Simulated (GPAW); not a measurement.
# I (I4/mmm) in GPAW: reference runs

How does I come out in PBE? The cell is run as given and disturbed.

Program: GPAW 26.7.0. These are calculated values, not measurements. Logs are shortened: lines on timing, memory, paths and dates and some standing lists are left out, and cuts for length are marked. The log counts tension as positive stress, the text compression.

## 1. The crystal as given

The structure is tetragonal, space group I4/mmm (No. 139). The conventional cell has a = 3.235 Å, b = 3.235 Å, c = 8.530 Å, α = 90.00°, β = 90.00°, γ = 90.00°. I (site symmetry 4/mmm) is surrounded by 4 I at 3.23 Å.

## 2. Single point, PBE (cell strained at random at fixed volume)

Contents of run.py:

```python
from ase.dft.bandgap import bandgap
from ase.io import read, write
from ase.units import GPa
from gpaw import GPAW, PW

atoms = read('POSCAR')

calc = GPAW(mode=PW(600),
            xc='PBE',
            kpts={'size': (11, 11, 11), 'gamma': True},
            occupations={'name': 'fermi-dirac', 'width': 0.05},
            nbands=10,
            convergence={'density': 1e-05, 'energy': 1e-05},
            maxiter=150,
            txt='gpaw.txt')
atoms.calc = calc
energy = atoms.get_potential_energy()
forces = atoms.get_forces()
stress = atoms.get_stress()
calc.write('gs.gpw')
write('result.traj', atoms)
print(f'Energy: {energy:.6f} eV')
print('Forces (eV/A):')
print(forces.round(4))
print('Stress (GPa):', (stress / GPa).round(3))
print('Fermi level:', round(calc.get_fermi_level(), 4), 'eV')
print(f'Gap: {bandgap(calc)[0]:.4f} eV, direct: {bandgap(calc, direct=True)[0]:.4f} eV')
```

Contents of POSCAR:

```
I
1.0
   -1.5899450000      1.6320630000      4.2366870000
    1.6842080000     -1.6402030000      4.2755240000
    1.5553370000      1.6055950000     -4.2397740000
I
1
Direct
    0.0027500000      0.0116350000      0.0153920000
```

Potentials or basis: GPAW PAW data sets (gpaw-data 1.2.1), pw.

The run is started by

```console
$ OMP_NUM_THREADS=1 python run.py
```

gpaw.txt:

```text
__  _  _
 | _ |_)|_||  |
 |__||  | ||/\| - 26.7.0

Input parameters:
  mode=PW(ecut=600.0),
  convergence={'density': 1e-05, 'energy': 1e-05},
  kpts=MonkhorstPack(size=(11, 11, 11), gamma=True),
  maxiter=150,
  nbands=10,
  occupations=Occupations(name='fermi-dirac', width=0.05),
  xc=XC(name='PBE')

Diagonalizing LCAO Hamiltonian
Converting LCAO to pw mode

       I

Atoms  # Å, Bohr magnetons
|   | symbol |        x |        y |         z |    initial magnetic moments |
|---|--------|----------|----------|-----------|-----------------------------|
| 0 |      I | 0.039163 | 0.010118 | -0.003862 | ( 0.0000,  0.0000,  0.0000) |

Unit cell  # Å
| periodic |         x |         y |         z |  lengths |     angles |
|----------|-----------|-----------|-----------|----------|------------|
|      yes | -1.589945 |  1.632063 |  4.236687 | 4.810517 | 140.871086 |
|      yes |  1.684208 | -1.640203 |  4.275524 | 4.879234 | 140.593563 |
|      yes |  1.555337 |  1.605595 | -4.239774 | 4.792984 |  57.070486 |

Number of symmetries: 1
Symmetry operations  # r_c * U_cc + t_c -> r_c
|   | kind |            matrix            |
|---|------|------------------------------|
| 0 |  E   |  1, 0, 0,  0, 1, 0,  0, 0, 1 |

BZ-sampling:
  Number of BZ points: 1331
  Number of IBZ points: 666

  Monkhorst-Pack size: [11, 11, 11]
  Monkhorst-Pack shift: [0, 0, 0]

K-points  # in reciprocal-cell coordinates
|     |                                coordinates |     weight |
|-----|--------------------------------------------|------------|
|   0 | (  0.00000000,   0.00000000,   0.00000000) | 0.00075131 |
|   1 | (  0.00000000,   0.00000000,   0.09090909) | 0.00150263 |
|   2 | (  0.00000000,   0.00000000,   0.18181818) | 0.00150263 |
|   3 | (  0.00000000,   0.00000000,   0.27272727) | 0.00150263 |
|   4 | (  0.00000000,   0.00000000,   0.36363636) | 0.00150263 |
|   5 | (  0.00000000,   0.00000000,   0.45454545) | 0.00150263 |
|   6 | (  0.00000000,   0.09090909,  -0.45454545) | 0.00150263 |
|   7 | (  0.00000000,   0.09090909,  -0.36363636) | 0.00150263 |
|   8 | (  0.00000000,   0.09090909,  -0.27272727) | 0.00150263 |
|   9 | (  0.00000000,   0.09090909,  -0.18181818) | 0.00150263 |
| ... |                                            |            |
| 665 | (  0.45454545,   0.45454545,   0.45454545) | 0.00150263 |

Plane wave coefficients: 1515
Cutoff: 600.0 eV

Spin-components: 1 (collinear spins)
Bands:           10
Projectors:      5
Spin-degeneracy: 2
Datatype:        complex128

Density:
  Valence electrons: 7.0
  Components: 1
  Grid points: [28 28 28]
  Charge: 0.0  # |e|

Potential:
  Grid points: [28 28 28]

species:
  I:
    name:    Iodine
    Z:       53.0
    valence: 7
    core:    46
    charge:  0.0  # [|e|]
    compensation charges:
      type: gauss
      rc: 0.37  # [Å]
      lmax: 2
    cutoffs:
      filter: 2.06  # [Å]
      core: 2.90  # [Å]
    projectors
    | kind |    occ | energy [eV] | rcut [Å] |
    |------|--------|-------------|----------|
    |   5s |  2.000 |     -17.382 |    1.164 |
    |   5p |  5.000 |      -7.088 |    1.164 |
    |    s |        |       9.829 |    1.164 |
    |    p |        |      20.123 |    1.164 |
    |    d |        |       0.000 |    1.164 |

    Using partial waves for I as LCAO basis

Reference energy: -193540.795666  # eV

eigensolver:
  PPCG
  Converge bands: occupied
  niter=2

density mixing:
  MSR1-Mixer
  Pratt-step length: 0.05
  Maximum mixing coefficient: 0.75
  Old densities: 10
  SVD Regularization: 0.005
  Good broyden scale: 1.0
  Trust region scale: 1.0
  Backstep threshold: 4.0
  History deletion threshold: 6.0
  Fourier metric: weight=20.0, sigma=0.015

occupation numbers:
  Fermi-Dirac:
    width: 0.0500  # eV

poisson solver:
  ecut: 4800.0  # eV

xc functional:
[... 9 lines left out ...]
|iter     | |      energy | eigst |  dens |
|---------|-|-------------|-------|-------|
|iter:   1| |   -1.427447 | -0.92 |       |
|iter:   2| |   -1.423716 | -2.94 | -1.32 |
|iter:   3| |   -1.392725 | -2.71 | -1.35 |
|iter:   4| |   -1.391594 | -3.89 | -1.91 |
|iter:   5| |   -1.391619 | -4.99 | -2.45 |
|iter:   6| |   -1.391628c| -6.35 | -3.11 |
|iter:   7| |   -1.391628c| -7.90c| -4.10 |
|iter:   8| |   -1.391628c| -7.83c| -4.67 |
|iter:   9| |   -1.391628c| -9.07c| -5.82c|

Converged in 9 steps
Energy contributions relative to reference atoms: (reference = -193540.795666)

Energy contributions:
  Kinetic:           0.956469
  Coulomb:          -0.827387
  Zero:             -0.006577
  External:          0.000000
  Xc:               -1.511096
  Entropy:          -0.006075
  Spinorbit:         0.000000
  ----------------------------
  Free energy:      -1.394665
  Extrapolated:     -1.391628

dipole moment: (-7.481738, -7.768827, -20.742819)  # |e|*Ang

Fermi level: 2.595
Eigenvalues  # (at kpt = [0.000, 0.000, 0.000])
| band index |      eig [eV] | occ [0-2] |
|------------|---------------|-----------|
|          0 |       -11.154 |     2.000 |
|          1 |         0.291 |     2.000 |
|          2 |         3.343 |     0.000 |
|          3 |         3.418 |     0.000 |
|          4 |         6.814 |     0.000 |
|          5 |         9.997 |     0.000 |
|          6 |        10.599 |     0.000 |
|          7 |        15.234 |     0.000 |
|          8 |        15.317 |     0.000 |
|          9 |        15.374 |     0.000 |

No gap
No difference between direct/indirect transitions

Forces  # eV/Ang
|        x |       y |        z |
|----------|---------|----------|
| -0.00000 | 0.00000 | -0.00000 |  # I    0

Stress tensor  # eV/Ang^3
|         x |         y |         z |
|-----------|-----------|-----------|
| -0.001228 |  0.000159 |  0.000170 |
|  0.000159 | -0.000429 | -0.000003 |
|  0.000170 | -0.000003 | -0.001057 |

# Writing to gs.gpw (mode='')
```

Run time: 4.5 min. Hardware: 1 thread of AMD EPYC 7R43 (Zen 3), shared host; peak memory 0.48 GiB.

What came out:

- Free energy: -1.3947 eV
- Pressure: 0.1 GPa
- Band gap on the k mesh: none (metal or under the smearing width)

Caveat: an odd number of electrons without spin polarisation forces a metal; a magnetic or distorted state may lie lower; the program warned that so skewed a cell can give wrong results. Spin-orbit coupling is left out, which matters for the levels of I.

## 3. Single point, PBE

Edit run.py of step 2 so:

```diff
@@ -1,7 +1,14 @@
+from ase import Atoms
 from ase.dft.bandgap import bandgap
-from ase.io import read, write
-from ase.units import GPa
+from ase.io import write
+from ase.units import Bohr, GPa
 from gpaw import GPAW, PW
+from gpaw.elf import elf_from_dft_calculation
 
-atoms = read('POSCAR')
+atoms = Atoms(['I'],
+              cell=[[-1.617456, 1.617456, 4.264808],
+                    [1.617456, -1.617456, 4.264808],
+                    [1.617456, 1.617456, -4.264808]],
+              scaled_positions=[[0.0, 0.0, 0.0]],
+              pbc=True)
 
@@ -27 +34,6 @@
 print(f'Gap: {bandgap(calc)[0]:.4f} eV, direct: {bandgap(calc, direct=True)[0]:.4f} eV')
+
+# fields on the real-space grid
+write('density.cube', atoms, data=calc.get_pseudo_density() * Bohr**3)
+write('potential.cube', atoms, data=calc.get_electrostatic_potential())
+write('elf.cube', atoms, data=elf_from_dft_calculation(calc).data)
```

Potentials or basis: GPAW PAW data sets (gpaw-data 1.2.1), pw.

The run is started by

```console
$ OMP_NUM_THREADS=1 python run.py
```

Wall time 42 s (1 thread of Intel Xeon Platinum 8488C (Sapphire Rapids), shared host); peak memory 0.2 GiB.

It converged, with:

* Free energy: -1.3946 eV
* Pressure: 0.2 GPa
* Band gap on the k mesh: none (metal or under the smearing width)

Stress tensor (GPa, compression positive):
```
0.26 0.00 0.00
0.00 0.26 0.00
0.00 0.00 0.16
```

Levels at points of the mesh, in eV from the Fermi level:
```tsv
k point	band 1	band 2	band 3	band 4	band 5	band 6
(0.00, 0.00, 0.00)	-13.77	-2.33	0.79	0.79	4.19	7.39
```

Caveat: an odd number of electrons without spin polarisation forces a metal; a magnetic or distorted state may lie lower; the program warned that so skewed a cell can give wrong results.
